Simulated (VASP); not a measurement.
A run of VASP 6.6.1 is set up as follows.

The input POSCAR:

```
BN
1.0
    2.4982400000      0.0000000000      0.0000000000
   -1.2491200000      2.1635393048      0.0000000000
    0.0000000000      0.0000000000      6.6357000000
N B
2 2
Direct
    0.6666666667      0.3333333333      0.2500000000
    0.3333333333      0.6666666667      0.7500000000
    0.6666666667      0.3333333333      0.7500000000
    0.3333333333      0.6666666667      0.2500000000
```

The input INCAR.step1:

```
SYSTEM = BN
PREC     = Accurate       ! precision mode
ENCUT    = 520            ! plane-wave cutoff, eV
EDIFF    = 1E-5           ! SCF threshold, eV
ISMEAR   = 0              ! smearing method
SIGMA    = 0.02           ! smearing width, eV
LREAL    = .FALSE.        ! projectors in reciprocal space
LASPH    = .TRUE.         ! aspherical terms in the spheres
NELM     = 80             ! most SCF steps
ALGO     = Normal         ! electronic algorithm
ISIF     = 2              ! what is computed and relaxed
LWAVE    = .TRUE.         ! write WAVECAR
LCHARG   = .FALSE.        ! write CHGCAR
GGA      = PE             ! functional
```

INCAR.step2

```
SYSTEM = BN
PREC     = Accurate       ! precision mode
ENCUT    = 520            ! plane-wave cutoff, eV
EDIFF    = 1E-6           ! SCF threshold, eV
ISMEAR   = 0              ! smearing method
SIGMA    = 0.02           ! smearing width, eV
LREAL    = .FALSE.        ! projectors in reciprocal space
LASPH    = .TRUE.         ! aspherical terms in the spheres
NELM     = 80             ! most SCF steps
ALGO     = Normal         ! electronic algorithm
ISIF     = 2              ! what is computed and relaxed
LWAVE    = .FALSE.        ! write WAVECAR
LCHARG   = .FALSE.        ! write CHGCAR
METAGGA  = MBJ            ! meta-GGA
ISTART   = 1
```

KPOINTS

```
regular mesh
0
G
  12 12 4
  0 0 0
```

File KPOINTS_OPT:

```
path GMKGALHA,LM,KH
20
line-mode
reciprocal
 0.0000000000  0.0000000000  0.0000000000  G
 0.5000000000  0.0000000000  0.0000000000  M

 0.5000000000  0.0000000000  0.0000000000  M
 0.3333333333  0.3333333333  0.0000000000  K

 0.3333333333  0.3333333333  0.0000000000  K
 0.0000000000  0.0000000000  0.0000000000  G

 0.0000000000  0.0000000000  0.0000000000  G
 0.0000000000  0.0000000000  0.5000000000  A

 0.0000000000  0.0000000000  0.5000000000  A
 0.5000000000  0.0000000000  0.5000000000  L

 0.5000000000  0.0000000000  0.5000000000  L
 0.3333333333  0.3333333333  0.5000000000  H

 0.3333333333  0.3333333333  0.5000000000  H
 0.0000000000  0.0000000000  0.5000000000  A

 0.5000000000  0.0000000000  0.5000000000  L
 0.5000000000  0.0000000000  0.0000000000  M

 0.3333333333  0.3333333333  0.0000000000  K
 0.3333333333  0.3333333333  0.5000000000  H
```

Potentials or basis: VASP PAW PBE potentials, release 64 (N, B).

Launch:

```sh
$ cat potpaw_PBE.64/N/POTCAR potpaw_PBE.64/B/POTCAR > POTCAR
$ cp INCAR.step1 INCAR
$ mpirun -np 1 vasp_std > vasp.out
$ cp INCAR.step2 INCAR
$ mpirun -np 1 vasp_std > vasp.out
```

Estimate the band gap on the k mesh.

6.04 eV, indirect (least direct gap 6.41 eV).

What does it give for the band gap along the path?

6.01 eV, indirect (least direct gap 6.41 eV).

Levels at the corners of the path, in eV from the valence-band top:
```tsv
point	band 6	band 7	band 8	band 9	band 10	band 11
Γ	-1.84	-1.81	-1.81	6.62	11.99	12.44
M	-4.47	-1.21	-0.40	6.01	7.22	10.57
M	-4.47	-1.21	-0.40	6.01	7.22	10.57
K	-7.60	-0.08	-0.08	6.72	6.72	12.14
K	-7.60	-0.08	-0.08	6.72	6.72	12.14
Γ	-1.84	-1.81	-1.81	6.62	11.99	12.43
Γ	-1.84	-1.81	-1.81	6.62	11.99	12.43
A	-1.83	-1.83	-1.83	8.98	8.98	12.49
A	-1.83	-1.83	-1.83	8.98	8.98	12.49
L	-4.50	-0.79	-0.79	6.38	6.38	10.84
L	-4.50	-0.79	-0.79	6.38	6.38	10.84
H	-7.60	-0.03	-0.03	6.52	6.52	13.36
H	-7.60	-0.03	-0.03	6.52	6.52	13.36
A	-1.83	-1.83	-1.83	8.98	8.98	12.49
L	-4.50	-0.79	-0.79	6.38	6.38	10.84
M	-4.47	-1.21	-0.40	6.01	7.22	10.57
K	-7.60	-0.08	-0.08	6.72	6.72	12.14
H	-7.60	-0.03	-0.03	6.52	6.52	13.36
```
